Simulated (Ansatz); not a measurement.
**SiO₂: Field gradients at the nuclei**

The cell is a Materials Project structure (computed, not necessarily an observed phase), taken as it stands.

```yaml
crystal:
  lattice:
    - [-4.47204, 4.47204, 2.61177]
    - [4.47204, -4.47204, 2.61177]
    - [4.47204, 4.47204, -2.61177]
  atoms:
    - { symbol: Si, position: [0.17689, 0.17689, 0.35378] }
    - { symbol: Si, position: [0.82311, 0.17689, 0.00000] }
    - { symbol: Si, position: [0.17689, 0.82311, 0.00000] }
    - { symbol: Si, position: [0.82311, 0.82311, 0.64622] }
    - { symbol: O, position: [0.50000, 0.50000, 0.50000] }
    - { symbol: O, position: [0.00000, 0.50000, 0.00000] }
    - { symbol: O, position: [0.50000, 0.00000, 0.00000] }
    - { symbol: O, position: [0.00000, 0.00000, 0.50000] }
    - { symbol: O, position: [0.00000, 0.20855, 0.20855] }
    - { symbol: O, position: [0.79145, 0.00000, 0.79145] }
    - { symbol: O, position: [0.20855, 0.00000, 0.20855] }
    - { symbol: O, position: [0.00000, 0.79145, 0.79145] }
```

Atom numbers follow the list; atoms alike are taken as one site, whose name carries the number of the first.

Level of theory: DFT, PBE, plane waves and PAW, scalar-relativistic, 420 eV cutoff, Γ-centred 5×5×5 k-points, Fermi–Dirac smearing 0.02 eV (Ansatz 0.2.0).

C_Q = eQV_zz/h, which is 24.18 MHz for Q = 1 b and V_zz = 10²¹ V/m²; η = (V_xx − V_yy)/V_zz. Directions are in the Cartesian axes of the cell vectors above, for the atom listed; none is given where the gradient is under 0.02 or η is above 0.95.

| site | first atom | first shell | V_zz (10²¹ V/m²) | η | direction of V_zz (x, y, z) |
| --- | --- | --- | --- | --- | --- |
| Si | 1 | 4 O at 1.60–1.61 Å | 0.45 | 0.78 | 0.71 -0.71 0.00 |
| O5 | 5 | 2 Si at 1.60 Å, angle 180° | 10.30 | 0.00 | 0.41 0.41 0.82 |
| O9 | 9 | 2 Si at 1.61 Å, angle 160° | 9.88 | 0.05 | 0.00 1.00 0.00 |

At O5 and O9 V_zz points along the line of its two bonds (within 1°) in each case.
